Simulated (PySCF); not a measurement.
Isomers of C2H4O2 and their computed core-level spectra.

Level of theory: delta-SCF UKS SCAN, pcX-2 on the ionised atom, pcseg-1 elsewhere, spin-free X2C (PySCF). Geometries: PBE0-D3(BJ)/def2-SVP; isolated species, one conformer each.

Line lists (1s up to Mg, 2p3/2 beyond; areas count atoms within a level, one atom standing for each set equivalent by bonding):
1. C 1s: 293.03 (area 1), 294.08 (area 1) eV; O 1s: 538.82 (area 1), 539.16 (area 1) eV
2. C 1s: 292.90 (area 1), 295.00 (area 1) eV; O 1s: 538.28 (area 1), 539.99 (area 1) eV
3. C 1s: 291.59 (area 1), 295.17 (area 1) eV; O 1s: 538.06 (area 1), 540.21 (area 1) eV

Structures:
A. `C(=O)OC`
B. `O=CCO`
C. `CC(=O)O`

**Question.** Match each list to its structure.

**Answer.** 
- 1 = B: another candidate has the same counts of sites, so positions decide. C 1s: 293.03 carbinol carbon (C–OH), 294.08 aldehyde carbon; O 1s: 538.82 aldehyde oxygen, 539.16 alcohol oxygen.
- 2 = A: another candidate has the same counts of sites, so positions decide. C 1s: 292.90 methoxy carbon, 295.00 ester carbonyl carbon; O 1s: 538.28 ester carbonyl oxygen, 539.99 ester single-bonded oxygen.
- 3 = C: another candidate has the same counts of sites, so positions decide. C 1s: 291.59 methyl carbon next to a carbonyl, 295.17 carboxylic acid carbon; O 1s: 538.06 acid carbonyl oxygen, 540.21 acid hydroxyl oxygen.

1 of these hole states is spin-contaminated (⟨S²⟩ 0.86, against 0.75; counted from 0.85) and less certain.
